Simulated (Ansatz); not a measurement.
# SiC: the cost of one run

Program: Ansatz 0.2.0. Level of theory: DFT r2SCAN, scalar-relativistic, plane waves, PAW. These are calculated values, not measurements.

The COD entry's cell or inner coordinates are ideal or old and differ from later refinements, so a difference from it is no clean test against experiment.

### 1 The system as given

It takes space group F-43m (No. 216, cubic). Conventional cell: a = 4.348 Å, b = 4.348 Å, c = 4.348 Å, α = 90.00°, β = 90.00°, γ = 90.00°. Around Si (site symmetry -43m) lie 4 C at 1.88 Å. C (site symmetry -43m) is surrounded by 4 Si at 1.88 Å.

Coordinates:

```xyz
2
Lattice="0.0000 2.1740 2.1740 2.1740 0.0000 2.1740 2.1740 2.1740 0.0000" Properties=species:S:1:pos:R:3 pbc="T T T"
Si    0.0000    0.0000    0.0000
C     3.2610    3.2610    3.2610
```

The cell is taken as given, not relaxed at this level.

### 2 The reference cell

The reference gives a free energy of -891.3335 eV, pressure 1.32 GPa, largest force 0.000 eV/Å and gap on the mesh 1.71 eV. It was computed beforehand with the settings of the runs below.

### 3 The scan: one atom moved over a plane

Atom 1 (Si) is moved by p along (0.707, 0.707, 0.000) and q along (0.000, 0.000, 1.000) (Å), all else fixed; its images in the other cells move with it. Points alike by symmetry are run once.

### 4 p = -0.450, q = -0.450

input.yaml reads:

```yaml
crystal:
  lattice:
    - [0.0, 2.174, 2.174]
    - [2.174, 0.0, 2.174]
    - [2.174, 2.174, 0.0]
  atoms:
    - { symbol: Si, position: [-0.1034958602, -0.1034958602, -0.0428693889] }
    - { symbol: C, position: [0.75, 0.75, 0.75] }
basis:
  ecutwfc: 500
kpoints:
  mp_grid: { grid: [12, 12, 12] }
hamiltonian:
  xc: r2scan
scf:
  occupations: { method: gaussian, width: 0.05 }
output:
  forces: true
  stress: true
  eigenvalues: true
  write_density: true
  write_potential: true
  elf: true
  volumetric_format: npy
```

Started as:

```console
ansatz run input.yaml --threads 1 --pin off --max-ram 2560MiB --backend cpu --events-out ev --progress --plain --runs-dir out
```

What time and memory should one allow on 1 thread of Intel Xeon at 2.50GHz (Skylake/Cascade Lake), shared host?

About 51 s, with a peak of 0.5 GiB.
